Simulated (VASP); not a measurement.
KTaO3, 5 atoms in the cell. The structure is cubic, space group Pm-3m (No. 221). Conventional cell: a = 3.990 Å, b = 3.990 Å, c = 3.990 Å, α = 90.00°, β = 90.00°, γ = 90.00°. Around K (site symmetry m-3m) lie 12 O at 2.82 Å. Around Ta (site symmetry m-3m) lie 6 O at 2.00 Å. O (site symmetry 4/mmm) is surrounded by 2 Ta at 2.00 Å. The cell was built by a generator and needn't be a form met in nature.

```yaml
Program: VASP 6.6.1
Task: single point
Functional: HSE06
Potentials_or_basis: VASP PAW PBE potentials, release 64 (K_sv, Ta_pv, O)
Cutoff: 520 eV
k_mesh: 4 × 4 × 4
Occupations: gaussian, width 0.01 eV
Spin: no spin polarisation
Dipole_correction: no
Exchange_at_q_=_0: truncated
Grid_for_exact_exchange_PRECFOCK: Fast
Screening_parameter: 0.2079 1/A
Further_INCAR_settings: ALGO = Normal; EDIFF = 1e-06; NBANDS = 27
```

Potentials or basis: VASP PAW PBE potentials, release 64 (K_sv, Ta_pv, O).

Run with:

```bash
$ cat potpaw_PBE.64/K_sv/POTCAR potpaw_PBE.64/Ta_pv/POTCAR potpaw_PBE.64/O/POTCAR > POTCAR
$ cp INCAR.step1 INCAR
$ mpirun -np 1 vasp_std > vasp.out
$ cp INCAR.step2 INCAR
$ mpirun -np 1 vasp_std > vasp.out
```

Hardware: 1 thread of Intel(R) Xeon(R) Platinum 8175M CPU @ 2.50GHz (Skylake/Cascade Lake), on a shared host.

**Question.** How long does it take, and how much memory?

**Answer.** Wall time 22 min on 1 thread of Intel(R) Xeon(R) Platinum 8175M CPU @ 2.50GHz (Skylake/Cascade Lake), with other jobs on the host, peak memory 0.29 GiB. Counts: scf iterations 9, k points 10.
